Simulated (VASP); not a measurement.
A run of VASP 6.6.1 is set up as follows.

The input INCAR:

```
SYSTEM = VSi23
PREC = Accurate
ENCUT = 350
EDIFF = 1E-5
ISMEAR = 0
SIGMA = 0.03
LREAL = Auto
LASPH = .True.
NELM = 120
ALGO = Normal
ISIF = 2
LWAVE = .False.
LCHARG = .False.
ISPIN = 2
MAGMOM = 0 0 0 0 0 0 0 0 0 0 0 0 0 0 0 0 0 0 0 0 0 0 0 0
LORBIT = 11
NUPDOWN = 0
LMAXMIX = 4
LDAU = .True.
LDAUTYPE = 2
LDAUL = 2 -1
LDAUU = 3 0
LDAUJ = 0 0
LDAUPRINT = 1
GGA = PS
NBANDS = 74
NELECT = 106.0
ISYM = 0
KPAR = 4
```

File KPOINTS:

```
Automatic mesh
0
Gamma
  2 3 3
  0 0 0
```

POSCAR

```
VSi23                                   
1.0
    0.0000000000      8.1555000000      8.1555000000
    5.4370000000      0.0000000000      5.4370000000
    5.4370000000      5.4370000000      0.0000000000
  V               Si            
     1    23
Direct
     0.9955521107615730    0.0036802084180523    0.0013244791230674
     0.0009854556232728    0.9992324513417979    0.5013414373771919
     0.0017355439060701    0.4996635759968958    0.9988693006738586
     0.0008712247689652    0.5016206744482516    0.4975402358686706
     0.3320096434321759    0.0014607266197066    0.0020714909458238
     0.3358575677290291    0.0011747991273727    0.4960540539719616
     0.3365788943605314    0.4960331821917343    0.9993596452571860
     0.3333611872276344    0.5009498704843488    0.4995277791774784
     0.6708603288718700    0.9977941572049714    0.9980959334873500
     0.6640898389541472    0.0011220715268192    0.5052745489444963
     0.6650353222002725    0.5032343062951256    0.0008337998591450
     0.6675764486451453    0.5009777424501511    0.4995913283932807
     0.0842435230795338    0.1246148777439793    0.1264467386452025
     0.0868607024568235    0.1253354661024502    0.6214990545140041
     0.0876402146867184    0.6239001310390480    0.1211766706664940
     0.0835786072537619    0.6251055570447239    0.6246922864829285
     0.4223604988701177    0.1209896343924167    0.1210044437596690
     0.4144884324180989    0.1259798576198420    0.6284168302780816
     0.4153730340439398    0.6278644377910422    0.1245095228163916
     0.4172857951021473    0.6257427140885222    0.6242286583887373
     0.7419324230799128    0.1296424306322325    0.1317382220568001
     0.7516959079800906    0.1259339819233521    0.6242098008872025
     0.7523056250014776    0.6237471769526719    0.1245281794741645
     0.7504396695466837    0.6259179685645008    0.6254965589507976
```

Potentials or basis: VASP PAW PBE potentials, release 64 (V_sv, Si).

Launch:

```sh
$ cat potpaw_PBE.64/V_sv/POTCAR potpaw_PBE.64/Si/POTCAR > POTCAR
$ mpirun -np 4 vasp_std > vasp.out
```

(1) Predict the largest force.

Results:

(1) 0.030 eV/Å.

Caveat: the PAW data sets were made with another functional, which shifts forces and pressure a little; the total moment is fixed, so each spin has its own Fermi level; the U is typed as a test and isn't derived for this compound.
